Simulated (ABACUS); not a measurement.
# Si2Mo (I4/mmm) in ABACUS: settings compared, part 2 of 2

ABACUS 3.10.1.

**3. Relaxation of cell and atoms, PBE+D2, target pressure 5 GPa, at which the enthalpy is minimised**

Contents of INPUT:

```
INPUT_PARAMETERS
suffix              Si2Mo
calculation         cell-relax
basis_type          pw
pseudo_dir          ./
symmetry            1
dft_functional      pbe
ecutwfc             81
pseudo_rcut         7
nspin               1
nbands              15
ks_solver           dav
smearing_method     fd
smearing_sigma      0.00367493
scf_thr             1e-08
scf_nmax            100
mixing_type         broyden
mixing_beta         0.7
cal_force           1
cal_stress          1
vdw_method          d2
vdw_s6              0.75
relax_nmax          60
force_thr_ev        0.01
relax_method        cg
out_stru            1
stress_thr          0.5
press1              50
press2              50
press3              50
kpar                4
```

Contents of STRU:

```
ATOMIC_SPECIES
Mo 95.9500 Mo.upf
Si 28.0850 Si.upf

LATTICE_CONSTANT
1.8897261246

LATTICE_VECTORS
-1.6000000000 1.6000000000 3.9305000000
1.6000000000 -1.6000000000 3.9305000000
1.6000000000 1.6000000000 -3.9305000000

ATOMIC_POSITIONS
Cartesian

Mo
0.0
1
0.0000000000 0.0000000000 0.0000000000 1 1 1

Si
0.0
2
0.0000000000 0.0000000000 5.2432870000 1 1 1
0.0000000000 0.0000000000 2.6177130000 1 1 1
```

Contents of KPT:

```
K_POINTS
0
Gamma
8 8 8 0 0 0
```

Potentials or basis: PseudoDojo NC SR 0.4.1 PBE standard, plane waves.

Started as:

```sh
$ OMP_NUM_THREADS=1 mpirun -np 4 abacus > log
```

running log:

```text
ABACUS v3.10.1

               Atomic-orbital Based Ab-initio Computation at UStc

 ------------------------------------------------------------------------------------

 READING GENERAL INFORMATION
                           global_out_dir = OUT.Si2Mo/
                           global_in_card = INPUT
                               pseudo_dir = ./
                              orbital_dir =
                                    DSIZE = 4
                                    GSIZE = 1

 READING UNITCELL INFORMATION
                                    ntype = 2
                  lattice constant (Bohr) = 1.88973
              lattice constant (Angstrom) = 1

 READING ATOM TYPE 1
                               atom label = Mo
                      L=0, number of zeta = 1
                      L=1, number of zeta = 1
                      L=2, number of zeta = 1
             number of atom for this type = 1

 READING ATOM TYPE 2
                               atom label = Si
                      L=0, number of zeta = 1
                      L=1, number of zeta = 1
                      L=2, number of zeta = 1
             number of atom for this type = 2

                        TOTAL ATOM NUMBER = 3
CARTESIAN COORDINATES ( UNIT =       1.889726124600 Bohr ).
    atom                   x                   y                   z     mag                  vx                  vy                  vz
tauc_Mo1            0.0000000000        0.0000000000        0.0000000000  0.0000        0.0000000000        0.0000000000        0.0000000000
tauc_Si1            0.0000000000        0.0000000000        5.2432870000  0.0000        0.0000000000        0.0000000000        0.0000000000
tauc_Si2            0.0000000000        0.0000000000        2.6177130000  0.0000        0.0000000000        0.0000000000        0.0000000000
[... 4 lines left out ...]
 Lattice vectors: (Cartesian coordinate: in unit of a_0)
                 -1.6                +1.6             +3.9305
                 +1.6                -1.6             +3.9305
                 +1.6                +1.6             -3.9305
 Reciprocal vectors: (Cartesian coordinate: in unit of 2 pi/a_0)
                   +0             +0.3125            +0.12721
              +0.3125                  +0            +0.12721
              +0.3125             +0.3125                  +0
 The esolver type has been set to : ksdft_pw

                PAO radial cut off (Bohr) = 7

 Read in pseudopotential file is Mo.upf
                     pseudopotential type = NC
          exchange-correlation functional = PBE
                 nonlocal core correction = 1
                        valence electrons = 14
                                     lmax = 2
                           number of zeta = 4
                     number of projectors = 6
                           L of projector = 0
[... 5 lines left out ...]
                PAO radial cut off (Bohr) = 7

 Read in pseudopotential file is Si.upf
                     pseudopotential type = NC
          exchange-correlation functional = PBE
                 nonlocal core correction = 1
                        valence electrons = 4
                                     lmax = 2
                           number of zeta = 2
                     number of projectors = 6
                           L of projector = 0
                           L of projector = 0
                           L of projector = 1
                           L of projector = 1
                           L of projector = 2
                           L of projector = 2
     initial pseudo atomic orbital number = 18

 SETUP THE ELECTRONS NUMBER
            electron number of element Mo = 14
      total electron number of element Mo = 14
            electron number of element Si = 4
      total electron number of element Si = 8
            AUTOSET number of electrons:  = 22
                           occupied bands = 11
                                   NBANDS = 15
                                   NLOCAL = 27

%%%%%%%%%%%%%%%%%%%%%%%%%%%%%%%%%%%%%%%%%%%%%%%%%%%%%%%%%%%%%%%%%%%%%%%%%%%%%%%%%%%%%%%%%%%%%%%%%%%%%%%%%%
 Warning: the number of valence electrons in pseudopotential > 6 for Mo: [Kr] 4d5 5s1
 Pseudopotentials with additional electrons can yield (more) accurate outcomes, but may be less efficient.
 If you're confident that your chosen pseudopotential is appropriate, you can safely ignore this warning.
%%%%%%%%%%%%%%%%%%%%%%%%%%%%%%%%%%%%%%%%%%%%%%%%%%%%%%%%%%%%%%%%%%%%%%%%%%%%%%%%%%%%%%%%%%%%%%%%%%%%%%%%%%

 SETUP THE PLANE WAVE BASIS
 energy cutoff for charge/potential (unit:Ry) = 324
            fft grid for charge/potential = [ 50, 50, 50 ]
[... 29 lines left out ...]
                 +1.6                +1.6             -3.9305
                       right hand lattice = 1
                                   NORM_A = 4.53529
                                   NORM_B = 4.53529
                                   NORM_C = 4.53529
                           ALPHA (DEGREE) = 138.684
                           BETA  (DEGREE) = 138.684
                           GAMMA (DEGREE) = 59.857

 The lattice vectors have been changed (STRU_SIMPLE.cif)

(for optimal symmetric configuration:)
                             BRAVAIS TYPE = 6
                     BRAVAIS LATTICE NAME = 06. Tetrogonal I (body-centered)
                                    ibrav = 6
                                    IBRAV = 6
                                  BRAVAIS = BODY CENTERED TETROGONAL CELL
                       LATTICE CONSTANT A = 3.2
                                C/A RATIO = 2.45656
Original cell was already a primitive cell.
                        ROTATION MATRICES = 16
              PURE POINT GROUP OPERATIONS = 16
                   SPACE GROUP OPERATIONS = 16
                              POINT GROUP = D_4h
               POINT GROUP IN SPACE GROUP = D_4h

 SETUP K-POINTS
                                    nspin = 1
                   Input type of k points = Monkhorst-Pack(Gamma)
                                   nkstot = 512
                       right hand lattice = 1
(for reciprocal lattice: )
                             BRAVAIS TYPE = 6
                     BRAVAIS LATTICE NAME = 06. Tetrogonal I (body-centered)
                                    ibrav = 6
                       right hand lattice = 1
(for k-lattice: )
                             BRAVAIS TYPE = 6
                     BRAVAIS LATTICE NAME = 06. Tetrogonal I (body-centered)
                                    ibrav = 6
                       right hand lattice = 1
                        ROTATION MATRICES = 16
                               nkstot_ibz = 59
K-POINTS REDUCTION ACCORDING TO SYMMETRY
     IBZ    DIRECT_X    DIRECT_Y    DIRECT_Z  WEIGHT  ibz2bz
       1  0.00000000  0.00000000  0.00000000  0.0020       0
       2 -0.12500000  0.00000000  0.12500000  0.0156       1
       3 -0.25000000  0.00000000  0.25000000  0.0156       2
       4 -0.37500000  0.00000000  0.37500000  0.0156       3
       5  0.50000000  0.00000000  0.50000000  0.0078       4
       6 -0.12500000 -0.12500000  0.25000000  0.0156       9
[... 22 lines left out ...]
      29 -0.25000000  0.25000000  0.12500000  0.0156      86
      30 -0.25000000  0.12500000  0.25000000  0.0156      87
[... 29 further k points ...]

                               nkstot now = 59
[... K-POINTS DIRECT COORDINATES: 59 rows ...]

           k-point number in this process = 15
       minimum distributed K point number = 14
[... stars of the k points ...]

[... K-POINTS CARTESIAN COORDINATES: 15 rows ...]

[... K-POINTS DIRECT COORDINATES: 15 rows ...]

 SETUP PLANE WAVES FOR WAVE FUNCTIONS
     energy cutoff for wavefunc (unit:Ry) = 81
              fft grid for wave functions = [ 50, 50, 50 ]
                    number of plane waves = 4801
                         number of sticks = 517

 PARALLEL PW FOR WAVE FUNCTIONS
     PROC   COLUMNS(POT)             PW
        1            517           4801
 --------------- sum -------------------
        1            517           4801

 SETUP NONLOCAL PSEUDOPOTENTIALS IN PLANE WAVE BASIS
 Mo non-local projectors:
 projector 1 L=0
 projector 2 L=0
 projector 3 L=1
 projector 4 L=1
 projector 5 L=2
 projector 6 L=2
 Si non-local projectors:
 projector 1 L=0
 projector 2 L=0
 projector 3 L=1
 projector 4 L=1
 projector 5 L=2
 projector 6 L=2
      TOTAL NUMBER OF NONLOCAL PROJECTORS = 54

 Init Non-Local PseudoPotential table :
 Init Non-Local-Pseudopotential done.

                                     npwx = 3413

 Make real space PAO into reciprocal space.
       max mesh points in Pseudopotential = 701
     dq(describe PAO in reciprocal space) = 0.01
                                    max q = 1808

 number of pseudo atomic orbitals for Mo is 4
WARNING: norm of atomic wavefunction # 3 of atomic type Mo is 0.999021, renormalized
WARNING: norm of atomic wavefunction # 4 of atomic type Mo is 0.988409, renormalized

 number of pseudo atomic orbitals for Si is 2
WARNING: norm of atomic wavefunction # 1 of atomic type Si is 0.999875, renormalized
WARNING: norm of atomic wavefunction # 2 of atomic type Si is 0.996128, renormalized

 -------------------------------------------
 STEP OF RELAXATION : 1
 -------------------------------------------
                                 init_chg = atomic

 PW ALGORITHM --------------- ION=   1  ELEC=   1--------------------------------

 Density error is 0.309378964218
                          Error Threshold = 0.01
----------------------------------------------------------
     Energy           Rydberg                 eV
----------------------------------------------------------
 E_KohnSham     -157.5375878189      -2143.4088435128
 E_Harris       -162.6738549679      -2213.2913431889
 E_Fermi        1.2357773936         16.8136140121
----------------------------------------------------------
[... 1280 lines left out ...]
 Largest gradient in stress is 0.085573 kbar.
 Threshold is 0.500000 kbar.

 Relaxation is converged!

 --------------------------------------------
 !FINAL_ETOT_IS -2145.2921181793312826 eV
 --------------------------------------------
```

It took 3.3 min on 4 MPI ranks of Intel Xeon 6975P-C (Granite Rapids), shared host; peak memory 0.44 GiB.

What came out:

```yaml
Free_energy: -2145.2921 eV
Relaxed_volume: 12.98 Å³/atom
Relaxed_cell: a = 4.467 Å, b = 4.467 Å, c = 4.467 Å, α = 138.35°, β = 138.35°, γ = 60.36°
Space_group_after_relaxing_to_0.05_Å: I4/mmm (No. 139)
Energy_change_on_relaxing_the_enthalpy_is_what_falls: +0.7 meV/atom
Ionic_steps: 12
Pressure_after_relaxing: 5.0 GPa
Band_gap_on_the_k_mesh: none (metal or under the smearing width)
Dispersion_energy_per_atom: -0.401 eV
```

The path:
```
step  energy change (eV)  largest force (eV/Å)  pressure (GPa)  volume (Å³)
   1              0.0000                0.2709           -2.43        40.25
   2              0.1996                0.2187           21.79        36.60
   3             -0.0064                0.2067            1.19        39.57
   4              0.0035                0.1301            4.93        38.93
   5              0.0003                0.0184            4.65        39.00
   6              0.0003                0.0197            4.64        39.00
   7              0.0046                0.0228            5.48        38.87
   8              0.0022                0.0009            5.01        38.94
   9              0.0021                0.0001            4.99        38.94
  10              0.0021                0.0001            4.98        38.94
  11              0.0023                0.0011            5.04        38.94
  12              0.0022                0.0003            5.00        38.94
```

Final structure:
```cif
data_structure
_symmetry_space_group_name_H-M 'P 1'
_symmetry_Int_Tables_number 1
_cell_length_a 4.4667
_cell_length_b 4.4667
_cell_length_c 4.4667
_cell_angle_alpha 138.353
_cell_angle_beta 138.353
_cell_angle_gamma 60.363
_cell_volume 38.94
loop_
_atom_site_label
_atom_site_type_symbol
_atom_site_fract_x
_atom_site_fract_y
_atom_site_fract_z
_atom_site_occupancy
Mo1 Mo 0.00000 0.00000 0.00000 1
Si1 Si 0.66568 0.66568 0.00000 1
Si2 Si 0.33432 0.33432 0.00000 1
```

Levels at points of the mesh, in eV from the Fermi level:
```tsv
k point	band 9	band 10	band 11	band 12	band 13	band 14
(0.00, 0.00, 0.00)	-2.69	-2.69	0.43	3.36	3.68	3.68
(0.50, 0.00, 0.50)	-2.62	-2.61	-0.50	2.41	3.16	4.42
(0.50, 0.50, 0.00)	-4.52	-3.06	-1.13	2.46	2.95	3.39
(0.50, 0.50, 0.50)	-0.53	-0.53	-0.47	-0.47	0.59	5.07
```

Caveat: there are fewer bands than atomic start orbitals, so a level may be missed at k points of high symmetry; pairwise dispersion overbinds metals, which lowers pressure and volume.

**4. Relaxation of cell and atoms, PBE+D3, target pressure 5 GPa, at which the enthalpy is minimised**

Edit INPUT of step 3 so:

```diff
@@ -20,4 +20,3 @@
 cal_stress          1
-vdw_method          d2
-vdw_s6              0.75
+vdw_method          d3_0
 relax_nmax          60
```

STRU is that of step 3.

KPT is that of step 3.

Started as:

```sh
$ OMP_NUM_THREADS=1 mpirun -np 4 abacus > log
```

It took 93 s on 4 MPI ranks of Intel Xeon 6975P-C (Granite Rapids), shared host; peak memory 0.48 GiB.

It converged, with:

* Free energy: -2145.2123 eV
* Relaxed volume: 12.97 Å³/atom
* Relaxed cell: a = 4.482 Å, b = 4.482 Å, c = 4.482 Å, α = 138.64°, β = 138.64°, γ = 59.92°
* Space group after relaxing (to 0.05 Å): I4/mmm (No. 139)
* Energy change on relaxing (the enthalpy is what falls): +1.4 meV/atom
* Ionic steps: 8
* Pressure after relaxing: 5.0 GPa
* Largest force after relaxing: 0.008 eV/Å
* Band gap on the k mesh: none (metal or under the smearing width)
* Dispersion energy per atom: -0.374 eV

Forces in eV/Å, atoms in the order of the input:
```
Mo   0.000  0.000  0.000
Si   0.000  0.000 -0.008
Si   0.000  0.000  0.008
```

The path:
```csv
step,energy change (eV),largest force (eV/Å),pressure (GPa),volume (Å³)
1,0.0000,0.2969,-2.89,40.25
2,0.2294,0.2263,24.31,36.39
3,-0.0057,0.2321,0.95,39.56
4,0.0044,0.1585,4.78,38.94
5,0.0027,0.0204,4.73,38.96
6,0.0027,0.0167,4.73,38.96
7,0.0062,0.0022,5.46,38.85
8,0.0041,0.0084,5.02,38.91
```

Final structure:
```yaml
crystal:
  lattice:
    - [-1.58275, 1.58275, 3.88314]
    - [1.58275, -1.58275, 3.88314]
    - [1.58275, 1.58275, -3.88314]
  atoms:
    - { symbol: Mo, position: [0.00000, 0.00000, 0.00000] }
    - { symbol: Si, position: [0.66555, 0.66555, 0.00000] }
    - { symbol: Si, position: [0.33445, 0.33445, 0.00000] }
```

Levels at points of the mesh, in eV from the Fermi level:
| k point | band 7 | band 8 | band 9 | band 10 | band 11 | band 12 | band 13 | band 14 | band 15 |
| --- | --- | --- | --- | --- | --- | --- | --- | --- | --- |
| (0.00, 0.00, 0.00) | -3.33 | -3.14 | -2.66 | -2.66 | 0.47 | 3.40 | 3.73 | 3.73 | 4.30 |
| (0.50, 0.00, 0.50) | -5.02 | -4.53 | -2.64 | -2.59 | -0.49 | 2.44 | 3.21 | 4.37 | 4.37 |
| (0.50, 0.50, 0.00) | -5.75 | -5.15 | -4.52 | -3.13 | -1.13 | 2.50 | 2.94 | 3.30 | 3.47 |
| (0.50, 0.50, 0.50) | -3.64 | -2.25 | -0.55 | -0.55 | -0.42 | -0.42 | 0.61 | 4.91 | 5.58 |

Caveat: there are fewer bands than atomic start orbitals, so a level may be missed at k points of high symmetry; pairwise dispersion overbinds metals, which lowers pressure and volume.

**5. The runs side by side**

| level | D2 scale factor | gap on the mesh (eV) | pressure (GPa) |
| --- | --- | --- | --- |
| PBE | - | none | 5.0 |
| PBE+D2 | 0.75 | none | 5.0 |
| PBE+D3 | - | none | 5.0 |

Alike in all rows: task relaxation of cell and atoms; potentials or basis PseudoDojo NC SR 0.4.1 PBE standard, plane waves; no spin polarisation; cell relaxed to 5 GPa; k mesh 8 × 8 × 8; cutoff (eV) 1102; smearing fermi-dirac 0.05 eV.

Caveats: there are fewer bands than atomic start orbitals, so a level may be missed at k points of high symmetry; pairwise dispersion overbinds metals, which lowers pressure and volume (some runs).

Absolute energies hang on the potentials; compare differences alone.
